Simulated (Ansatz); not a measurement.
TaN at 15 GPa (stress–strain coefficients): relaxed-ion elastic tensor

These are results of DFT PBE, scalar-relativistic, plane waves, PAW (Ansatz 0.2.0), not measurements. Settings: 420 eV plane-wave cutoff, Γ-centred 18×18×14 mesh, Fermi-Dirac smearing of 0.15 eV. No spin polarisation.

The cell, relaxed at 15 GPa:
```xyz
2
Lattice="2.9082 0.0000 0.0000 -1.4541 2.5186 0.0000 0.0000 0.0000 2.8629" Properties=species:S:1:pos:R:3 pbc="T T T"
Ta    0.0000    1.6790    1.4315
N     0.0000    0.0000    0.0000
```

In a metal, frequencies and elastic constants depend on the k mesh and the smearing, soft modes and shear constants most. Spin–orbit coupling is left out, which matters for heavy elements. Other phases may be more stable at this pressure. A semilocal functional can close a gap that the real compound has.

**Question.** Give the relaxed-ion elastic constants (GPa, Voigt order xx yy zz yz xz xy, on the axes of the cell above).

**Answer.**
C11 = 726.7, C12 = 245.8, C13 = 190.1, C22 = 726.7, C23 = 190.1, C33 = 906.4, C44 = 268.6, C55 = 268.6, C66 = 240.4 GPa; the others vanish.

**Question.** Is the crystal stable against homogeneous strain?

**Answer.** Yes: the least eigenvalue of the tensor is 240.4 GPa.

**Question.** And the moduli of a polycrystal (Hill averages)?

**Answer.** B = 400 GPa, G = 269 GPa, E = 659 GPa, ν = 0.23.

This form isn't the usual stable structure of the compound at low pressure.

Cost: 1 run of about 9.9 core-minutes, on Intel Xeon Platinum 8488C (Sapphire Rapids) (shared hosts).